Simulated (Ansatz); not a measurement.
Crystal: CaO.

```
Ca O
1.0
     0.00000    2.40356    2.40356
     2.40356    0.00000    2.40356
     2.40356    2.40356    0.00000
Ca O
1 1
Direct
  0.00000 0.00000 0.00000
  0.50000 0.50000 0.50000
```

The cell is a database's computed one.

* Program: Ansatz 0.2.0
* Task: relaxation of cell and atoms
* Functional: PBEsol
* Dispersion: D4
* Potentials or basis: all-electron LAPW, scalar-relativistic
* Basis error allowed: 0.001 eV/atom
* k mesh: 10 × 10 × 10
* Occupations: fermi-dirac, width 0.05 eV
* Spin: no spin polarisation

At the start: volume 13.89 Å³/atom.

Question: How do energy, volume and symmetry change on relaxing?

Answer: Over 4 steps the energy falls by 6.2 meV/atom and the volume is 13.40 Å³/atom (-3.5 %); space group Fm-3m (No. 225, to 0.05 Å).

The path:
```
step  energy change (eV)  largest force (eV/Å)  volume (Å³)
   1              0.0000                0.0000        27.77
   2             -0.0120                0.0000        26.63
   3             -0.0123                0.0000        26.80
   4             -0.0123                0.0000        26.80
```

Final structure:
```
Ca O
1.0
     0.00000    2.37529    2.37529
     2.37529    0.00000    2.37529
     2.37529    2.37529    0.00000
Ca O
1 1
Cartesian
  0.0000 0.0000 0.0000
  2.3753 2.3753 2.3753
```
